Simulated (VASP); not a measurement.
Set up this calculation in VASP 6.6.1, as an ASE script.

* Task: single point
* Functional: RPBE
* Potentials or basis: VASP PAW PBE potentials, release 64 (Se_GW, Ca_sv_GW)
* Cutoff: 550 eV
* k mesh: 7 × 7 × 7
* Occupations: gaussian, width 0.05 eV
* Spin: no spin polarisation
* Further INCAR settings: ALGO = Normal; EDIFF = 1.00e-06; NBANDS = 15

CaSe:

```
CELL_PARAMETERS angstrom
0.00000 3.30000 3.30000
3.30000 0.00000 3.30000
3.30000 3.30000 0.00000
ATOMIC_POSITIONS crystal
Se 0.25000 0.25000 0.25000
Ca 0.00000 0.00000 0.00000
```

The cell comes from a database or a generator and needn't be the stable form of this composition.

One way to write it, as run:

run.py

```python
from ase import Atoms
from ase.calculators.vasp import Vasp
from ase.dft.bandgap import bandgap

atoms = Atoms(
    ['Se', 'Ca'],
    cell=[[0.0, 3.3, 3.3], [3.3, 0.0, 3.3], [3.3, 3.3, 0.0]],
    scaled_positions=[[0.25, 0.25, 0.25], [0.0, 0.0, 0.0]],
    pbc=True,
)
calc = Vasp(
    directory='calc',
    xc='rpbe',
    pp='PBE',
    setups='gw',
    prec='Accurate',
    encut=550,
    ediff=1e-06,
    ismear=0,
    sigma=0.05,
    lreal=False,
    lasph=True,
    nelm=100,
    algo='Normal',
    isif=2,
    lwave=False,
    lcharg=False,
    kpts=[7, 7, 7],
    gamma=True,
    nbands=15,
)
atoms.calc = calc

print('energy (eV):', atoms.get_potential_energy())
print('free energy (eV):', atoms.get_potential_energy(force_consistent=True))
print('forces (eV/A):')
print(atoms.get_forces())
print('stress (eV/A^3, Voigt):', atoms.get_stress())
print('Fermi level (eV):', calc.get_fermi_level())
gap, top, bottom = bandgap(calc)
print('band gap (eV):', gap, 'from (spin, k, band)', top, 'to', bottom)
```

Potentials or basis: VASP PAW PBE potentials, release 64 (Se_GW, Ca_sv_GW).

The run is started by

```console
$ python run.py
```

Results of the run:

```yaml
Pressure: 1.0 GPa
Band_gap_on_the_k_mesh: 3.40 eV, indirect (least direct gap 3.49 eV)
```

Caveat: the PAW data sets were made with another functional, which shifts forces and pressure a little; an odd mesh through Γ misses points on the zone boundary, where band edges often lie.

It took 13 s on 1 thread of Intel(R) Xeon(R) 6975P-C (Granite Rapids), on a shared host, peak memory 0.21 GiB.
